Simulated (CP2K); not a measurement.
**Na under changes of volume**

One of the cells (37.814 Å³/atom); the others are scaled copies at fixed shape and fractional positions:

```
Na
1.0
     3.76700    0.00000    0.00000
    -1.88350    3.26232    0.00000
     0.00000    0.00000    6.15400
Na
2
Direct
  0.66667 0.33333 0.75000
  0.33333 0.66667 0.25000
```

This isn't the form of Na at room conditions, which is bcc.

| Item | Value |
| --- | --- |
| Program | CP2K 2026.2 |
| Functional | PBE |
| Potentials or basis | POTENTIAL_UZH Na GTH-PBE-q9; TZVP-MOLOPT-PBE-GTH basis |
| Density cutoff | 18368 eV |
| k mesh | 8 × 8 × 5 |
| Occupations | fermi-dirac, width 0.05 eV |
| Spin | no spin polarisation |

```csv
volume (Å³/atom),energy over the lowest point (meV/atom),pressure (GPa),largest force (eV/Å)
35.545,2.54,0.5,0.224
36.301,?,?,?
37.057,1.42,0.1,0.238
37.814,0.00,0.0,0.000
38.570,0.51,-0.2,0.000
39.326,1.65,-0.3,0.000
40.083,3.38,-0.4,0.000
```

Task: What does the run at 36.301 Å³/atom give?

Result: Energy over the lowest point 2.34 meV/atom; pressure 0.3 GPa; largest force 0.231 eV/Å.

Worked out: A Birch-Murnaghan fit of order 3 (a polynomial in V^(-2/3)) to the other rows has its minimum at 38.21 Å³/atom with B0 = V·E''(V) = 8.6 GPa (rough, since the energies scatter) at fixed shape and positions, which overstates the stiffness. It gives 1.96 meV/atom at 36.301 Å³/atom, against the run's 2.34, and -dE/dV = 0.2 GPa, against 0.3.

Energies are extrapolated to zero smearing.

Caveats: the basis of atomic orbitals isn't converged, which shifts pressures, moduli and gaps.
